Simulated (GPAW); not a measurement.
## Local fields in the dielectric function of RbCl (Fm-3m)

Aim: the dielectric function of RbCl (Fm-3m), with and without local fields.

Method: PBE and many-body steps on it, plane waves, in GPAW 26.7.0.

Report form: the programs' logs are mostly left out.

## (1) The structure

The structure is cubic, space group Fm-3m (No. 225). Conventional cell: a = 6.579 Å, b = 6.579 Å, c = 6.579 Å, α = 90.00°, β = 90.00°, γ = 90.00°. Rb has 6 Cl at 3.29 Å nearest. Nearest to Cl lie 6 Rb at 3.29 Å. Farther neighbours and most contacts between anions are not listed.

Coordinates:

```xyz
2
Lattice="0.0000 3.2895 3.2895 3.2895 0.0000 3.2895 3.2895 3.2895 0.0000" Properties=species:S:1:pos:R:3 pbc="T T T"
Rb    0.0000    0.0000    0.0000
Cl    3.2895    3.2895    3.2895
```

The cell and positions come from the Crystallography Open Database and are kept as given unless a step says otherwise.

## (2) Empty states on the mesh, 8×8×8 mesh, 94 bands

This step: GPAW 26.7.0; DFT, PBE, plane waves, PAW.

The sums over transitions need many empty states on a uniform mesh; this step solves for them.

Contents of run.py:

```python
import json
import numpy as np
from gpaw.mpi import world
from gpaw import GPAW

calc = GPAW('gs.gpw').fixed_density(kpts={'size': (8, 8, 8), 'gamma': True},
    nbands=109,
    convergence={'bands': 94},
    txt='nscf.txt')
calc.write('full.gpw', mode='all')
res = {}
kpts = calc.get_ibz_k_points()
res['kpts'] = kpts
res['eigenvalues'] = [calc.get_eigenvalues(kpt=k) for k in range(len(kpts))]
res['n_electrons'] = calc.get_number_of_electrons()

if world.rank == 0:
    with open('result.json', 'w') as f:
        json.dump(res, f, default=lambda x: x.tolist())
```

Command:

```console
$ mpirun -n 4 gpaw python run.py
```

The job ended after 45 s (4 MPI ranks of Arm Neoverse V1, shared host; peak memory 0.75 GiB).

This step gave:

| Property | Result |
| --- | --- |
| gap | 5.005 eV |
| k of the valence top | 0, 0, 0 |
| k of the conduction bottom | 0, 0, 0 |
| least direct gap | 5.005 eV |
| k points computed | 29 |
| lowest point of the top converged band, above the valence top | 61.6675 eV |

On this mesh the gap is 5.005 eV.

## (3) RPA response

The response function is computed on a frequency grid, with local fields up to the given cutoff.

This step: linear response, RPA, on PBE, plane waves, PAW.

Contents of run.py:

```python
import json
import numpy as np
from gpaw.mpi import world
from gpaw.response.df import DielectricFunction

df = DielectricFunction('full.gpw',
    ecut=50,
    nbands=94,
    eta=0.2,
    frequencies={'type': 'nonlinear', 'domega0': 0.05, 'omega2': 10.0},
    intraband=False,
    txt='df.txt')
res = {'optical': {}, 'eels': []}
for d in 'x':
    y0, y = df.get_dielectric_function(direction=d, xc='RPA', filename=None)
    res['optical'][d] = [y0.real, y0.imag, y.real, y.imag]
res['w'] = df.get_frequencies()
for q_c in [[0.125, 0, 0], [0.25, 0, 0], [0.5, 0, 0], [0.75, 0, 0], [1.25, 0, 0]]:
    res['eels'].append(df.get_eels_spectrum(q_c=q_c, xc='RPA', filename=None))

if world.rank == 0:
    with open('result.json', 'w') as f:
        json.dump(res, f, default=lambda x: x.tolist())
```

Command:

```console
$ mpirun -n 4 gpaw python run.py
```

Wall time 36 s (4 MPI ranks); peak memory 1.1 GiB.

This step gave:

| Item | Value |
| --- | --- |
| ε at zero frequency | 2.185 |
| the same without local fields | 2.585 |

The static value is 2.18.

The ε₂ has structure finer than the step of the table below, so its rows give means over 1 eV, whole bins alone (the curve runs from 0 to 39.8 eV). Peaks (eV: height): xx, no local fields 8.0: 2.75, 10.0: 3.50, 15.4: 2.90, 17.8: 2.42; xx, local fields 8.0: 2.03, 10.2: 2.20, 17.0: 1.48, 20.4: 1.14.

RPA, broadening 0.2 eV. Table of ε₂ by photon energy; means over each step:

```tsv
photon energy (eV)	xx, no local fields	xx, local fields
1	0.00702	0.00503
2	0.0156	0.0112
3	0.0287	0.0209
4	0.0576	0.0432
5	0.255	0.214
6	0.808	0.636
7	1.84	1.22
8	2.45	1.78
9	1.72	1.07
10	3.09	1.87
11	1.98	1.86
12	0.959	0.913
13	1.00	0.695
14	1.04	0.588
15	2.25	0.669
16	2.06	1.08
17	1.50	1.34
18	2.15	1.10
19	1.50	0.922
20	1.30	0.939
21	0.771	0.926
22	0.510	0.853
23	0.427	0.679
24	0.316	0.670
25	0.186	0.574
26	0.174	0.375
27	0.225	0.362
28	0.211	0.353
29	0.143	0.393
30	0.111	0.310
31	0.104	0.297
32	0.0769	0.254
33	0.0756	0.214
34	0.0517	0.242
35	0.0352	0.160
36	0.0373	0.128
37	0.0368	0.101
38	0.0414	0.0970
39	0.0345	0.0940
```

The loss function, xx has structure finer than the step of the table below, so its rows give means over 1 eV, whole bins alone (the curve runs from 0 to 39.8 eV). Peaks (eV: height): 8.4: 0.351, 11.8: 0.809, 25.2: 1.24, 29.6: 0.780.

Optical limit, local fields. Table of loss function, xx by energy loss; means over each step:

```tsv
energy loss (eV)	loss function, xx
1	0.00104
2	0.00223
3	0.00387
4	0.00702
5	0.0268
6	0.0712
7	0.125
8	0.244
9	0.225
10	0.241
11	0.457
12	0.660
13	0.436
14	0.340
15	0.235
16	0.312
17	0.418
18	0.564
19	0.611
20	0.535
21	0.686
22	0.784
23	0.823
24	0.829
25	1.07
26	0.825
27	0.694
28	0.605
29	0.668
30	0.639
31	0.585
32	0.542
33	0.417
34	0.490
35	0.367
36	0.262
37	0.199
38	0.171
39	0.162
```

The -Im 1/eps(q) has structure finer than the step of the table below, so its rows give means over 1 eV, whole bins alone (the curve runs from 0 to 39.8 eV). Peaks (eV: height): q = 0.207 1/A 8.6: 0.336, 11.8: 0.772, 25.2: 1.23, 29.6: 0.770; q = 0.414 1/A 11.8: 0.671, 18.8: 0.634, 25.2: 1.15, 29.6: 0.762; q = 0.827 1/A 11.6: 0.455, 18.6: 0.619, 25.2: 0.908, 29.6: 0.709; q = 1.241 1/A 13.6: 0.257, 18.0: 0.471, 25.2: 0.667, 31.8: 0.577; q = 2.068 1/A 27.2: 0.387, 32.0: 0.387.

RPA, local fields; q along the first reciprocal vector. The -Im 1/eps(q) by energy loss; means over each step:

```tsv
energy loss (eV)	q = 0.207 1/A	q = 0.414 1/A	q = 0.827 1/A	q = 1.241 1/A	q = 2.068 1/A
1	0.00101	9.4e-4	7.3e-4	4.9e-4	1.9e-4
2	0.00217	0.00200	0.00153	0.00103	4.0e-4
3	0.00374	0.00340	0.00253	0.00168	6.5e-4
4	0.00661	0.00573	0.00398	0.00257	9.9e-4
5	0.0231	0.0154	0.00701	0.00422	0.00160
6	0.0672	0.0559	0.0238	0.0105	0.00381
7	0.121	0.107	0.0673	0.0354	0.0151
8	0.240	0.228	0.180	0.101	0.0344
9	0.223	0.210	0.164	0.107	0.0290
10	0.234	0.216	0.172	0.110	0.0532
11	0.447	0.412	0.298	0.178	0.0551
12	0.645	0.588	0.408	0.226	0.0469
13	0.439	0.427	0.344	0.226	0.0624
14	0.343	0.338	0.298	0.214	0.0698
15	0.241	0.255	0.262	0.196	0.0785
16	0.324	0.347	0.373	0.306	0.108
17	0.430	0.454	0.484	0.374	0.105
18	0.572	0.575	0.571	0.457	0.126
19	0.620	0.616	0.572	0.433	0.145
20	0.537	0.526	0.491	0.407	0.182
21	0.689	0.681	0.619	0.517	0.234
22	0.790	0.790	0.738	0.607	0.242
23	0.819	0.791	0.707	0.603	0.239
24	0.828	0.804	0.738	0.628	0.252
25	1.07	1.01	0.836	0.645	0.263
26	0.819	0.785	0.697	0.607	0.293
27	0.685	0.675	0.656	0.625	0.374
28	0.600	0.602	0.581	0.568	0.356
29	0.661	0.656	0.618	0.571	0.339
30	0.634	0.631	0.591	0.531	0.318
31	0.577	0.571	0.541	0.510	0.325
32	0.538	0.545	0.540	0.541	0.368
33	0.409	0.415	0.423	0.445	0.344
34	0.476	0.475	0.459	0.473	0.369
35	0.351	0.349	0.345	0.383	0.351
36	0.253	0.258	0.281	0.325	0.322
37	0.192	0.196	0.217	0.263	0.282
38	0.167	0.175	0.209	0.253	0.299
39	0.157	0.163	0.193	0.242	0.298
```

## (4) ALDA response

This step: linear response, ALDA, on PBE, plane waves, PAW.

run.py: that of step 3 with these lines changed.

```diff
@@ -14,7 +14,7 @@
 for d in 'x':
-    y0, y = df.get_dielectric_function(direction=d, xc='RPA', filename=None)
+    y0, y = df.get_dielectric_function(direction=d, xc='ALDA', filename=None)
     res['optical'][d] = [y0.real, y0.imag, y.real, y.imag]
 res['w'] = df.get_frequencies()
-for q_c in [[0.125, 0, 0], [0.25, 0, 0], [0.5, 0, 0], [0.75, 0, 0], [1.25, 0, 0]]:
-    res['eels'].append(df.get_eels_spectrum(q_c=q_c, xc='RPA', filename=None))
+for q_c in [[0.5, 0, 0]]:
+    res['eels'].append(df.get_eels_spectrum(q_c=q_c, xc='ALDA', filename=None))
```

Command:

```console
$ mpirun -n 4 gpaw python run.py
```

Elapsed: 12 s, on 4 MPI ranks; peak memory 1.2 GiB; 49 s of CPU time.

Numbers from this step:

```
ε at zero frequency           : 2.311
the same without local fields : 2.585
```

The static value is 2.31.

## (5) RPA response, local-field cutoff (8×8×8 mesh, 94 bands, screening to 15 eV, broadening 0.2 eV)

This step: linear response, RPA, on PBE, plane waves, PAW.

run.py: that of step 4 with these lines changed.

```diff
@@ -6,3 +6,3 @@
 df = DielectricFunction('full.gpw',
-    ecut=50,
+    ecut=15,
     nbands=94,
@@ -14,3 +14,3 @@
 for d in 'x':
-    y0, y = df.get_dielectric_function(direction=d, xc='ALDA', filename=None)
+    y0, y = df.get_dielectric_function(direction=d, xc='RPA', filename=None)
     res['optical'][d] = [y0.real, y0.imag, y.real, y.imag]
@@ -18,3 +18,3 @@
 for q_c in [[0.5, 0, 0]]:
-    res['eels'].append(df.get_eels_spectrum(q_c=q_c, xc='ALDA', filename=None))
+    res['eels'].append(df.get_eels_spectrum(q_c=q_c, xc='RPA', filename=None))
```

Command:

```console
$ mpirun -n 4 gpaw python run.py
```

Wall time 10 s (4 MPI ranks); peak memory 0.98 GiB.

Numbers from this step:

```
ε at zero frequency           : 2.240
the same without local fields : 2.585
```

The static value is 2.24.

## (6) RPA response, fewer bands (8×8×8 mesh, 13 bands, screening to 50 eV, broadening 0.2 eV)

run.py: that of step 5 with these lines changed.

```diff
@@ -6,4 +6,4 @@
 df = DielectricFunction('full.gpw',
-    ecut=15,
-    nbands=94,
+    ecut=50,
+    nbands=13,
     eta=0.2,
@@ -17,3 +17,3 @@
 res['w'] = df.get_frequencies()
-for q_c in [[0.5, 0, 0]]:
+for q_c in []:
     res['eels'].append(df.get_eels_spectrum(q_c=q_c, xc='RPA', filename=None))
```

Command:

```console
$ mpirun -n 4 gpaw python run.py
```

Wall time 4.3 s (4 MPI ranks); peak memory 0.98 GiB; 17 s of CPU time.

Numbers from this step:

| Quantity | Value |
| --- | --- |
| ε at zero frequency | 1.986 |
| the same without local fields | 2.118 |

## (7) RPA response, scissors (8×8×8 mesh, 94 bands, screening to 50 eV, broadening 0.2 eV)

run.py: that of step 6 with these lines changed.

```diff
@@ -7,3 +7,3 @@
     ecut=50,
-    nbands=13,
+    nbands=94,
     eta=0.2,
@@ -11,2 +11,3 @@
     intraband=False,
+    eshift=1.0,
     txt='df.txt')
```

Command:

```console
$ mpirun -n 4 gpaw python run.py
```

Run time: 7.6 s. Hardware: 4 MPI ranks; peak memory 1.1 GiB; 30 s of CPU time.

Numbers from this step:

```
ε at zero frequency           : 2.093
the same without local fields : 2.447
```

The static value is 2.09.

## (8) RPA response, more bands than the file holds (8×8×8 mesh, 282 bands, screening to 30 eV, broadening 0.2 eV)

run.py: that of step 7 with these lines changed.

```diff
@@ -6,4 +6,4 @@
 df = DielectricFunction('full.gpw',
-    ecut=50,
-    nbands=94,
+    ecut=30,
+    nbands=282,
     eta=0.2,
@@ -11,3 +11,2 @@
     intraband=False,
-    eshift=1.0,
     txt='df.txt')
```

Command:

```console
$ mpirun -n 4 gpaw python run.py
```

Run time: 12 s. Hardware: 4 MPI ranks; peak memory 0.57 GiB.

The run stopped with an error after 12 s.

The fault put into this input: more bands than the file holds.

## (9) The runs together

Times are wall times on 4 MPI ranks of Arm Neoverse V1, shared host, good to a factor of about two.

```tsv
run	ε(0)	without local fields	time
RPA response	2.18	2.58	36 s
ALDA response	2.31	2.58	12 s
RPA response, local-field cutoff (8×8×8 mesh, 94 bands, screening to 15 eV, broadening 0.2 eV)	2.24	2.58	10 s
RPA response, fewer bands (8×8×8 mesh, 13 bands, screening to 50 eV, broadening 0.2 eV)	1.99	2.12	4.3 s
RPA response, scissors (8×8×8 mesh, 94 bands, screening to 50 eV, broadening 0.2 eV)	2.09	2.45	7.6 s
```

## (10) Results

- RPA response: ε(0) 2.18
- ALDA response: ε(0) 2.31
- RPA response, local-field cutoff (8×8×8 mesh, 94 bands, screening to 15 eV, broadening 0.2 eV): ε(0) 2.24
- RPA response, fewer bands (8×8×8 mesh, 13 bands, screening to 50 eV, broadening 0.2 eV): ε(0) 1.99
- RPA response, scissors (8×8×8 mesh, 94 bands, screening to 50 eV, broadening 0.2 eV): ε(0) 2.09

What this shows: In the optical limit the electronic ε(0) is 2.18, against 2.58 without local fields. ALDA response: ε(0) = 2.31. RPA response, local-field cutoff (8×8×8 mesh, 94 bands, screening to 15 eV, broadening 0.2 eV): ε(0) = 2.24. RPA response, fewer bands (8×8×8 mesh, 13 bands, screening to 50 eV, broadening 0.2 eV): ε(0) = 1.99. RPA response, scissors (8×8×8 mesh, 94 bands, screening to 50 eV, broadening 0.2 eV): ε(0) = 2.09. ε(0) converges slowly with a Γ-centred mesh, and this one is not shown settled. Unless a shift is named, the levels are those of the density functional, and only a kernel with a long-range part can bind an exciton.

[Paths, hosts, dates, memory and timing lines, banners, echoed tables and standing remarks are left out of the program output.]

[Logs are printed without paths, hosts, clocks, repeated set-up lines and the standing remarks that a program may print on its own settings, such as how far it seeks lower states.]

[Runs of the session that timed out or met a known fault of the program may be left out.]

[Hosts, paths, dates, database ids (printed as entryN), source tags and the programs' standing remarks are cut or masked in the printed files.]
